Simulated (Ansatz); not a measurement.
Course of a relaxation: MgO

The guess for MgO was made by a generator: 4-connected net, two elements alternating (Pmmm, No. 47). Its size is a rough estimate.

```
Mg O
1.0
     2.82137    0.00000    0.00000
     0.00000    3.18468    0.00000
     0.00000    0.00000    7.35825
Mg O
3 3
Direct
  0.50000 0.50000 0.17805
  0.50000 0.50000 0.82195
  0.00000 0.00000 0.50000
  0.50000 0.00000 0.32195
  0.00000 0.50000 0.00000
  0.50000 0.00000 0.67805
```

Level of theory: Ansatz, DFT PBE, scalar-relativistic, plane waves, PAW. Cutoff 420 eV, Gaussian smearing, Γ-centred meshes. Cell and atoms relax first on a coarse mesh and then on a converged one. In between, the cell is made exact in the group found at 0.06 Å. The steps can't lower the symmetry of their start. No spin polarisation.

Steps on the 6×6×4 mesh (6 atoms, 8 steps). The free energy counts from the last step; the plane-wave basis is renewed at times, which shifts energy and pressure.

```
step  ΔF (meV/atom)  V (Å³/atom)  P (GPa)  largest force component (eV/Å)
   1          101.6        11.02    19.40                           1.037
   2           32.6        11.55    10.07                           0.088
   3            9.4        12.24     1.45                           0.171
   4            9.0        12.37     0.12                           0.049
   5            9.0        12.38    -0.01                           0.007
   6            0.4        12.38     1.03                           0.006
   7            0.3        12.48     0.15                           0.006
   8            0.0        12.48     0.16                           0.006
```

The relaxed structure, after a last relaxation on the converged mesh:

```
Mg O
1.0
     2.97919    0.00000    0.00000
     0.00000    3.23380    0.00000
     0.00000    0.00000    7.78149
Mg O
3 3
Direct
  0.50000 0.50000 0.17091
  0.50000 0.50000 0.82909
  0.00000 0.00000 0.50000
  0.50000 0.00000 0.32431
  0.00000 0.50000 0.00000
  0.50000 0.00000 0.67569
```

The symmetry stays Pmmm (No. 47). The volume per atom grows by 13.4 %, from 11.0 to 12.5 Å³. The shortest distance goes from 1.91 Å (Mg–O) to 2.00 Å (Mg–O). The energy falls by about 0.10 eV/atom (the start's value is from the coarse mesh). Around Mg on a site of symmetry mm2 lie 4 O at 2.00–2.01 Å; around Mg on a site of symmetry mmm lie 4 O at 2.02 Å; O on a site of symmetry mm2 is surrounded by 4 Mg at 2.01–2.02 Å; 1 more site not described.

```yaml
Volume_per_atom: 12.49 Å³
Density: 2.68 g/cm³
Formation_energy: −2.371 eV/atom
Gap_on_the_10×8×4_mesh_of_the_6-atom_cell: 1.28 eV
```

The zero of energy is the elements' standard structures at the same level (O₂ as a molecule); no fitted shifts are applied.

The last run used Gaussian smearing of 0.02 eV. Symmetry constrained the relaxation, so the result can be a saddle point. In all, the 3 runs took 65 s on 1 thread of Arm Neoverse V2 (shared host). Another cell of MgO relaxed alike, in P6_3/mmc, lies 238 meV/atom lower, so this cell isn't the stable form at this level.
